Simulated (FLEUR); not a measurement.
# MgO under changes of volume

One of the cells (11.804 Å³/atom); the others are scaled copies at fixed shape and fractional positions:

```
CELL_PARAMETERS angstrom
3.30779 0.00000 0.00000
-1.65389 2.86463 0.00000
0.00000 0.00000 4.98288
ATOMIC_POSITIONS crystal
Mg 0.66667 0.33333 0.50216
Mg 0.33333 0.66667 0.00216
O 0.66667 0.33333 0.90244
O 0.33333 0.66667 0.40244
```

Measurements of this composition are mostly on another form, of space group No. 225.

| Item | Value |
| --- | --- |
| Program | FLEUR MaX-R8.1 (patched build s14) |
| Functional | PBE |
| Potentials or basis | all-electron |
| Basis | FLAPW |
| Kmax | 4.47 1/bohr |
| k mesh | 9 × 9 × 6 |
| Occupations | fermi-dirac, width 0.05 eV |
| Spin | no spin polarisation |

```tsv
volume (Å³/atom)	energy over the lowest point (meV/atom)	gap on the mesh (eV)
11.096	36.61	3.82
11.332	20.96	3.70
11.568	9.83	3.58
11.804	?	?
12.040	0.00	3.36
12.276	0.10	3.26
12.512	3.49	3.16
```

Task: What does the run at 11.804 Å³/atom give?

Result: Energy over the lowest point 3.05 meV/atom; gap on the mesh 3.47 eV.

Worked out: A Birch-Murnaghan fit of order 3 (a polynomial in V^(-2/3)) to the other rows has its minimum at 12.14 Å³/atom with B0 = V·E''(V) = 112 GPa and B' = 4.5 at fixed shape and positions, which overstates the stiffness. It gives 3.03 meV/atom at 11.804 Å³/atom, against the run's 3.05. A straight line through the other rows of the gap, of slope -5.5 eV per unit of ln V (its deformation potential), gives 3.47 eV, against the run's 3.47.

Energies are extrapolated to zero smearing.

Caveats: the plane-wave cutoff is short for the semicore states, which can make moduli rough; an odd mesh through Γ misses points on the zone boundary, where band edges often lie.
